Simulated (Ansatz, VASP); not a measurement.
One calculation of HfN, two programs

The input INCAR:

```
SYSTEM = HfN
PREC = Accurate
ENCUT = 520
EDIFF = 1E-8
ISMEAR = -1
SIGMA = 0.03
LREAL = .False.
LASPH = .True.
NELM = 100
ALGO = Normal
ISIF = 2
LWAVE = .False.
LCHARG = .False.
LEFG = .True.
NBANDS = 14
```

KPOINTS

```
Automatic mesh
0
Gamma
  11 11 11
  0 0 0
```

POSCAR

```
HfN
1.0
    0.0000000000      2.2560000000      2.2560000000
    2.2560000000      0.0000000000      2.2560000000
    2.2560000000      2.2560000000      0.0000000000
Hf N
1 1
Direct
    0.0000000000      0.0000000000      0.0000000000
    0.5000000000      0.5000000000      0.5000000000
```

Input for Ansatz:

```yaml
crystal:
  lattice:
    - [0.0, 2.256, 2.256]
    - [2.256, 0.0, 2.256]
    - [2.256, 2.256, 0.0]
  atoms:
    - { symbol: Hf, position: [0.0, 0.0, 0.0] }
    - { symbol: "N", position: [0.5, 0.5, 0.5] }
kpoints:
  mp_grid: { grid: [11, 11, 11] }
  band_path:
    path:
      - [0.0, 0.0, 0.0]
      - [0.5, 0.0, 0.5]
      - [0.625, 0.25, 0.625]
      - [0.375, 0.375, 0.75]
      - [0.0, 0.0, 0.0]
      - [0.5, 0.5, 0.5]
      - [0.5, 0.25, 0.75]
      - [0.5, 0.0, 0.5]
    npoints: 6
scf:
  occupations: { method: fermi_dirac, width: 0.03 }
hamiltonian:
  xc: lda
  pseudopotentials: { kind: paw }
output:
  forces: true
  stress: true
  eigenvalues: true
  efg: { contact_densities: true }
  populations: true
```

Change from the starting cell: volume scaled by 1, PAW files.

Alike in both runs: task electric field gradients; functional LDA; k mesh 11 × 11 × 11; occupations fermi-dirac, width 0.03 eV; no spin polarisation.

|  | VASP | Ansatz |
| --- | --- | --- |
| version | VASP 6.6.1 | Ansatz 0.2.0 |
| potentials or method | VASP PAW LDA potentials, release 64 (Hf_pv, N) | PAW with Ansatz's default frozen-core files, scalar-relativistic |
| plane-wave cutoff (eV) | 520 | 420 |
| valence electrons in the cell | 15 | 31 |

|  | VASP | Ansatz | Ansatz less VASP |
| --- | --- | --- | --- |
| pressure (GPa) | -9.5 | -8.3 | +1.24 |
| Vzz of the field gradient on the site that differs most (V/Å²) | 0.0 | 0.0 | 0.00 |

The two sets of potentials don't hold the same shells in valence. Ansatz warned: «gradients_without_spin_orbit».

Spin-orbit coupling is left out, which matters for the levels of Hf.
